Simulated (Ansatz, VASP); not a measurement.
**Ag in VASP and in Ansatz**

```
CELL_PARAMETERS angstrom
-1.50740 1.50740 1.50740
1.50740 -1.50740 1.50740
1.50740 1.50740 -1.50740
ATOMIC_POSITIONS crystal
Ag 0.00000 0.00000 0.00000
```

Change from the starting cell: volume scaled by 0.76, LAPW.

Alike in both runs: task single point; functional PBE; k mesh 16 × 16 × 16; occupations fermi-dirac, width 0.05 eV; no spin polarisation.

```csv
,VASP,Ansatz
version,VASP 6.6.1,Ansatz 0.2.0
potentials or method,"VASP PAW PBE potentials, release 64 (Ag), cutoff 520 eV","all-electron LAPW, scalar-relativistic"
```

|  | VASP | Ansatz | Ansatz less VASP |
| --- | --- | --- | --- |
| pressure (GPa) | 51.6 | 52.2 | +0.60 |

Ansatz ran all-electron here, so the differences hold the error of VASP's frozen core and of both bases.

Caveats: so large a pressure means that the cell lies far from this level's equilibrium, or that cutoff or potentials fall short (VASP).
